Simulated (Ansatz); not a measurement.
MgI2 (layers cut from the bulk crystal), computed twice by G0W0.

The cell holds 3 atoms: 2 I and 1 Mg. Cell: a = 4.133 Å, b = 4.133 Å, c = 29.900 Å, α = 90.0°, β = 90.0°, γ = 120.0°. It derives from MgI2. Vacuum lies along c.

```xyz
3
Lattice="4.1332 0.0000 0.0000 -2.0666 3.5795 0.0000 0.0000 0.0000 29.9000" Properties=species:S:1:pos:R:3
I     2.0666    1.1932   13.2687
Mg    0.0000    0.0000   14.9500
I     0.0000    2.3863   16.6313
```

The structure was relaxed with PBE-D3(BJ). The runs that relaxed it are not among those shown. Spin-orbit coupling is left out unless a run names it.

The first (Ansatz 0.2.0; start PBE, 6×6×1 mesh, 526 empty bands, screening to 65 eV, PAW set soft_1 files; 1 × NVIDIA H100 80GB HBM3 (shared by 6 runs) with 3 threads of AMD EPYC 7R13 (Zen 3), shared host) gave, on its mesh: starting gap 3.64 eV, G0W0 gap 5.83 eV, mean of 1 + 4πα/V (set by the cell height) 1.54, 48 s.

The second gave: starting gap 3.64 eV, G0W0 gap 5.70 eV, mean of 1 + 4πα/V (set by the cell height) 1.54, 27 s.

**Question.** What was changed in the input? Choose among start, files, mesh, bands and cutoff, frequency model or another key.

Changed: empty bands from 526 to 216 and screening cutoff (eV) from 65.0 to 36. The starting gap stayed, which rules out the functional and points to the GW step. Other changes could give like numbers; this is the one that was made.

Limits: not at the basis limit; coarse mesh for a sheet; no spin-orbit coupling.

[Paths, hosts, dates, memory and timing lines, banners, echoed tables and standing remarks are left out of the program output.]

[Logs are printed without paths, hosts, clocks, repeated set-up lines and the standing remarks that a program may print on its own settings, such as how far it seeks lower states.]

[Runs of the session that timed out or met a known fault of the program may be left out.]

[Cells called generated may have been cut or substituted from an entry of the Crystallography Open Database or the Materials Project.]

[Hosts, paths, dates, database ids (printed as entryN), source tags and the programs' standing remarks are cut or masked in the printed files.]
